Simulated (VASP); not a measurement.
A run of VASP 6.6.1:

Contents of INCAR:

```
SYSTEM = WSe2
ALGO = Fast ; EDIFF = 1E-6
ENCUT = 520 ; ISIF = 2
ISMEAR = -1 ; LASPH = .TRUE.
LCHARG = .TRUE. ; LELF = .TRUE.
LREAL = .FALSE. ; LVACPOTAV = .TRUE.
LVHAR = .TRUE. ; LWAVE = .FALSE.
NELM = 100 ; PREC = Accurate
SIGMA = 0.05
```

Contents of KPOINTS:

```
k-points
0
G
  10 10 1
  0 0 0
```

Contents of POSCAR:

```
WSe2
1.0
    3.2820000000      0.0000000000      0.0000000000
   -1.6410000000      2.8422953752      0.0000000000
    0.0000000000      0.0000000000     21.3500000000
Se W
2 1
Direct
    0.6666666667      0.3333333333      0.4215456674
    0.6666666667      0.3333333333      0.5784543326
    0.3333333333      0.6666666667      0.5000000000
```

Potentials or basis: VASP PAW LDA potentials, release 64 (Se, W_sv).

Launch:

```console
$ cat potpaw_LDA.64/Se/POTCAR potpaw_LDA.64/W_sv/POTCAR > POTCAR
$ mpirun -np 1 vasp_std > vasp.out
```

Hardware: 1 thread of Intel(R) Xeon(R) Platinum 8488C (Sapphire Rapids), on a shared host.

Question: How long does it take, and how much memory?

Answer: Run time: 32 s on 1 thread of Intel(R) Xeon(R) Platinum 8488C (Sapphire Rapids), on a shared host, peak memory 0.25 GiB. Counts: scf iterations 19, k points 14.
